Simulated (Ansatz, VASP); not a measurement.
**Two plane-wave programs on SiC**

```xyz
2
Lattice="0.0145 2.1712 2.1567 2.1712 0.0145 2.1567 2.1857 2.1857 0.0000" Properties=species:S:1:pos:R:3 pbc="T T T"
Si    0.0000    0.0000    0.0032
C     1.0929    1.0929    1.0751
```

Change from the starting cell: strained cell.

Alike in both runs: functional PBEsol; k mesh 10 × 10 × 10; occupations gaussian, width 0.02 eV; no spin polarisation.

Ansatz relaxed the structure, and its values are those at the end. VASP's run is a single point on that final structure, the one shown.

|  | VASP | Ansatz |
| --- | --- | --- |
| version | VASP 6.6.1 | Ansatz 0.2.0 |
| potentials or method | VASP PAW PBE potentials, release 64 (Si, C) | scalar-relativistic, plane waves, PAW |
| plane-wave cutoff (eV) | 520 | 420 |
| valence electrons in the cell | 8 | 8 |

```csv
,VASP,Ansatz,Ansatz less VASP
gap on the k mesh at the Fermi level (eV),1.11,1.12,+0.011
least direct gap on the mesh (eV),4.34,4.35,+0.015
pressure (GPa),4.2,3.9,-0.35
```

The functional is the same, so the differences come from potentials, cutoffs and numerics. Ansatz warned: «pseudo_functional_mismatch».

Caveats: the PAW data sets were made with another functional, which shifts forces and pressure a little (VASP). A k mesh can miss the band edges.
